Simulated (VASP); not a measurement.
# GaP (F-43m) in VASP: further runs, part 2 of 3

VASP 6.6.1.

**3. Relaxation of cell and atoms, LDA**

Input file INCAR:

```
SYSTEM = GaP
ALGO = Fast ; EDIFF = 1E-7
EDIFFG = -0.005 ; ENCUT = 600
GGA = CA ; IBRION = 2
ISIF = 3 ; ISMEAR = 0
LASPH = .True. ; LCHARG = .False.
LREAL = .False. ; LWAVE = .False.
NELM = 80 ; NSW = 90
PREC = Accurate ; SIGMA = 0.02
```

Input file KPOINTS:

```
k-points
0
Gamma
  8 8 8
  0 0 0
```

Input file POSCAR:

```
GaP
1.0
    0.0000000000      2.7258124900      2.7258124900
    2.7258124900      0.0000000000      2.7258124900
    2.7258124900      2.7258124900      0.0000000000
Ga P
1 1
Direct
    0.0000000000      0.0000000000      0.0000000000
    0.7500000000      0.7500000000      0.7500000000
```

Potentials or basis: VASP PAW LDA potentials, release 64 (Ga_d, P).

On the command line:

```console
> cat potpaw_LDA.64/Ga_d/POTCAR potpaw_LDA.64/P/POTCAR > POTCAR
> mpirun -np 1 vasp_std > vasp.out
```

OUTCAR:

```text
SYSTEM = GaP
   EDIFF = 1E-7
   EDIFFG = -0.005
   ENCUT = 600
   GGA = CA
   IBRION = 2
   ISIF = 3
   ISMEAR = 0
   LASPH = .True.
   LREAL = .False.
   NELM = 80
   NSW = 90
   PREC = Accurate

 ion  position               nearest neighbor table
   1  0.000  0.000  0.000-   2 2.36   2 2.36   2 2.36   2 2.36
   2  0.750  0.750  0.750-   1 2.36   1 2.36   1 2.36   1 2.36

  LATTYP: Found a face centered cubic cell.
 ALAT       =     5.4516249800

  Lattice vectors:

 A1 = (   0.0000000000,   2.7258124900,   2.7258124900)
 A2 = (   2.7258124900,   0.0000000000,   2.7258124900)
 A3 = (   2.7258124900,   2.7258124900,   0.0000000000)

Analysis of symmetry for initial positions (statically):
=====================================================================
 Subroutine PRICEL returns:
 Original cell was already a primitive cell.

 Routine SETGRP: Setting up the symmetry group for a
 face centered cubic supercell.

 Subroutine GETGRP returns: Found 24 space group operations
 (whereof 24 operations were pure point group operations)
 out of a pool of 48 trial point group operations.

The static configuration has the point symmetry T_d .

Analysis of symmetry for dynamics (positions and initial velocities):
=====================================================================
 Subroutine PRICEL returns:
 Original cell was already a primitive cell.

 Routine SETGRP: Setting up the symmetry group for a
 face centered cubic supercell.

 Subroutine GETGRP returns: Found 24 space group operations
 (whereof 24 operations were pure point group operations)
 out of a pool of 48 trial point group operations.

The dynamic configuration has the point symmetry T_d .

 Subroutine INISYM returns: Found 24 space group operations
 (whereof 24 operations are pure point group operations),
 and found     1 'primitive' translations

----------------------------------------------------------------------------------------

                                     Primitive cell

  volume of cell :      40.5059

  direct lattice vectors                    reciprocal lattice vectors
     0.000000000  2.725812490  2.725812490    -0.183431546  0.183431546  0.183431546
     2.725812490  0.000000000  2.725812490     0.183431546 -0.183431546  0.183431546
     2.725812490  2.725812490  0.000000000     0.183431546  0.183431546 -0.183431546

  length of vectors
     3.854880992  3.854880992  3.854880992     0.317712758  0.317712758  0.317712758

  position of ions in fractional coordinates (direct lattice)
     0.000000000  0.000000000  0.000000000
     0.750000000  0.750000000  0.750000000

  ion indices of the primitive-cell ions
   primitive index   ion index
                 1           1
                 2           2

----------------------------------------------------------------------------------------

 KPOINTS: k-points

Automatic generation of k-mesh.
 Grid dimensions read from file:
 generate k-points for:    8    8    8

 Generating k-lattice:

  Cartesian coordinates                     Fractional coordinates (reciprocal lattice)
    -0.022928943  0.022928943  0.022928943     0.125000000  0.000000000  0.000000000
     0.022928943 -0.022928943  0.022928943     0.000000000  0.125000000  0.000000000
[... 53 lines left out ...]
   LNONCOLLINEAR =      F non collinear calculations
   LSORBIT =      F    spin-orbit coupling
   LASPH  =      T    aspherical Exc in radial PAW
   ENCUT  =  600.0 eV  44.10 Ry    6.64 a.u.   7.70  7.70  7.70*2*pi/ulx,y,z
   NELM   =     80;   NELMIN=  2; NELMDL= -5     # of ELM steps
   EDIFF  = 0.1E-06   stopping-criterion for ELM
   LREAL  =      F    real-space projection
   EDIFFG = -.5E-02   stopping-criterion for IOM
   NSW    =     90    number of steps for IOM
   IBRION =      2    ionic relax: 0-MD 1-quasi-New 2-CG
   NFREE  =      1    steps in history (QN), initial steepest desc. (CG)
   ISIF   =      3    stress and relaxation
   ISYM   =      2    0-nonsym 1-usesym 2-fastsym
   POTIM  = 0.5000    time-step for ionic-motion
   TEBEG  =    0.0;   TEEND  =   0.0 temperature during run
   PSTRESS=    0.0 pullay stress
   NELECT =      18.0000    total number of electrons
   NUPDOWN=      -1.0000    fix difference up-down
   EMIN   =  10.00;   EMAX   =-10.00  energy-range for DOS
   EFERMI =   0.00;   METHOD = LEGACY
   ISMEAR =     0;   SIGMA  =   0.02  broadening in eV -4-tet -1-fermi 0-gaus
   EFERMI_NEDOS =   21; number of points for ismear=-14 and -15
   IALGO  =     68    algorithm
   IMIX   =      4    mixing-type and parameters
     AMIX     =   0.40;   BMIX     =  1.00
     AMIX_MAG =   1.60;   BMIX_MAG =  1.00
  volume/ion in A,a.u.               =      20.25       136.67
  Fermi-wavevector in a.u.,A,eV,Ry     =   1.249280  2.360796 21.234610  1.560700
  Thomas-Fermi vector in A             =   2.383328
   LORBIT       =      0    0 simple, 1 ext, 2 COOP (PROOUT), +10 PAW based schemes
   GGA     = CA    functional components
   LHFCALC =     F    Hartree Fock is set to
   AEXX    =    0.0000 exact exchange contribution
   IVDW    =     0    specifies the selected vdW correction
   LEPSILON=     F    determine dielectric tensor
   LRPA    =     F    only Hartree local field effects (RPA)
 conjugate gradient relaxation of ions
 non-spin polarized calculation
 RMM-DIIS sequential band-by-band and
 Gauss-broadening in eV      SIGMA  =   0.02
  energy-cutoff  :      600.00
  volume of cell :       40.51
 maximum number of plane-waves:      1366
   NGX = 15   NGY = 15   NGZ = 15

--------------------------------------- Ionic step        1  -------------------------------------------

 number of electron      18.0000003 magnetization

 Free energy of the ion-electron system (eV)
  ---------------------------------------------------
  ext. energy  EPLUGINS =         0.00000000
  ---------------------------------------------------
  free energy    TOTEN  =       -10.43986691 eV

  energy without entropy =      -10.43986691  energy(sigma->0) =      -10.43986691

------------------------ aborting loop because EDIFF is reached ----------------------------------------

  FORCE on cell =-STRESS in cart. coord.  units (eV):
  Direction    XX          YY          ZZ          XY          YZ          ZX
  --------------------------------------------------------------------------------------
  -------------------------------------------------------------------------------------
  Total       -0.6759020     -0.6759020     -0.6759020     -0.0000000      0.0000000     -0.0000000
  in kB      -26.7347650    -26.7347650    -26.7347650     -0.0000000      0.0000000     -0.0000000
  external PRESSURE =     -26.7347650 kB  Pullay stress =       0.0000000 kB
[... 59 lines left out ...]
--------------------------------------- Ionic step        3  -------------------------------------------

 number of electron      18.0000007 magnetization

 Free energy of the ion-electron system (eV)
  ---------------------------------------------------
  ext. energy  EPLUGINS =         0.00000000
  ---------------------------------------------------
  free energy    TOTEN  =       -10.45109337 eV

  energy without entropy =      -10.45109337  energy(sigma->0) =      -10.45109337

 E-fermi :   4.9396     XC(G=0): -10.3066

 val. band max:        4.8386794640   @ k =   0.0000   0.0000   0.0000
 cond. band min:       6.2701284174   @ k =   0.5000   0.5000   0.0000
 fundamental gap:      1.4314489534
 Fermi energy:         4.9396427048

 k-point     1 :       0.0000    0.0000    0.0000
  band No.  band energies     occupation
      1      -9.9264      2.00000
      2      -9.9264      2.00000
      3      -9.9264      2.00000
      4      -9.8184      2.00000
      5      -9.8184      2.00000
      6      -7.9145      2.00000
      7       4.8387      2.00000
      8       4.8387      2.00000
      9       4.8387      2.00000
     10       6.7406      0.00000
     11       8.6222      0.00000
     12       8.6222      0.00000
     13       8.6222      0.00000
[... 354 lines left out ...]
  band No.  band energies     occupation
      1     -10.0181      2.00000
      2      -9.8932      2.00000
      3      -9.8795      2.00000
      4      -9.8244      2.00000
      5      -9.8105      2.00000
      6      -5.2938      2.00000
      7      -1.8115      2.00000
      8       1.4785      2.00000
      9       2.7907      2.00000
     10       8.2736      0.00000
     11       8.9906      0.00000
     12      11.2999      0.00000
     13      12.7381      0.00000

 [... further k-points ...]

------------------------ aborting loop because EDIFF is reached ----------------------------------------

  FORCE on cell =-STRESS in cart. coord.  units (eV):
  Direction    XX          YY          ZZ          XY          YZ          ZX
  --------------------------------------------------------------------------------------
  -------------------------------------------------------------------------------------
  Total        0.0098835      0.0098835      0.0098835     -0.0000000      0.0000000     -0.0000000
  in kB        0.4038292      0.4038292      0.4038292     -0.0000000      0.0000000     -0.0000000
  external PRESSURE =       0.4038292 kB  Pullay stress =       0.0000000 kB
[... 17 lines left out ...]
  FREE ENERGIE OF THE ION-ELECTRON SYSTEM (eV)
  ---------------------------------------------------
  free  energy   TOTEN  =       -10.4510933725 eV

  energy  without entropy=      -10.4510933725  energy(sigma->0) =      -10.45109337

 reached required accuracy - stopping structural energy minimisation
```

CONTCAR:

```text
GaP
   1.00000000000000
    -0.0000000000000000    2.6964840539480899    2.6964840539480899
     2.6964840539480899    0.0000000000000000    2.6964840539480899
     2.6964840539480899    2.6964840539480899   -0.0000000000000000
  Ga              P
     1     1
Direct
     0.0000000000000000    0.0000000000000000    0.0000000000000000
     0.7500000000000000    0.7500000000000000    0.7500000000000000

  0.00000000E+00  0.00000000E+00  0.00000000E+00
  0.00000000E+00  0.00000000E+00  0.00000000E+00
```

It took 32 s on 1 thread of Intel Xeon Platinum 8488C (Sapphire Rapids), shared host; peak memory 0.17 GiB.

Results:

```yaml
Free_energy: -10.4511 eV
Relaxed_volume: 19.61 Å³/atom
Relaxed_cell: a = 3.813 Å, b = 3.813 Å, c = 3.813 Å, α = 60.00°, β = 60.00°, γ = 60.00°
Space_group_after_relaxing_to_0.05_Å: F-43m (No. 216)
Energy_gained_by_relaxing: 5.6 meV/atom
Ionic_steps: 3
Pressure_after_relaxing: 0.0 GPa
Band_gap_on_the_k_mesh: 1.43 eV, indirect (least direct gap 1.90 eV)
```

Step by step:
| step | energy change (eV) | largest force (eV/Å) | pressure (GPa) | volume (Å³) |
| --- | --- | --- | --- | --- |
| 1 | 0.0000 | 0.0000 | -2.67 | 40.51 |
| 2 | -0.0080 | 0.0000 | 1.59 | 38.56 |
| 3 | -0.0112 | 0.0000 | 0.04 | 39.21 |

Final structure:
```xyz
2
Lattice="0.0000 2.6965 2.6965 2.6965 0.0000 2.6965 2.6965 2.6965 0.0000" Properties=species:S:1:pos:R:3 pbc="T T T"
Ga    0.0000    0.0000    0.0000
P     4.0447    4.0447    4.0447
```

A k mesh can miss the band edges. A hybrid or GW would open this gap; LDA tends to underestimate it.

(Part 2 of 3 ends here.)
